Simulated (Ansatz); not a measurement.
# Structures of InSb: which is lowest?

Plane-wave DFT in Ansatz with scalar-relativistic PAW potentials, cutoff 420 eV, Γ-centred meshes chosen by cell and gap, Gaussian smearing with energies taken to zero width. Every cell was relaxed (cell and atoms) in a run of its own, within the symmetry of its start. Functional: LDA.

Relaxed structures (starts from databases or built by putting these elements on another compound's sites):
A. F-43m, 2 atoms in the computed cell, a = 6.450 Å; sites (symmetry × multiplicity) In -43m × 4, Sb -43m × 4; start: database
B. Pm-3m, 2 atoms in the computed cell, a = 3.695 Å; sites (symmetry × multiplicity) In m-3m × 1, Sb m-3m × 1; start: database

Question: Rank them by energy. Could pressure change the order?

Answer:
```tsv
structure	group	E − E(lowest) (meV/atom)	V (Å³/atom)	gap on mesh (eV)
A	F-43m	0.0	33.54	0.00
B	Pm-3m	176	25.23	0.00
```

A is lowest, 176 meV/atom under B. B is denser by 8.31 Å³/atom, so pressure favours it: ΔE/ΔV, with ΔE in eV and 1 eV/Å³ = 160.2 GPa, gives about 3.4 GPa for equal enthalpy if both cells were rigid, a rough figure since the two compress differently. Other structures may lie lower than all of these, and vibrations aren't counted.

Spin-orbit coupling is left out, which matters for the bands of heavy elements.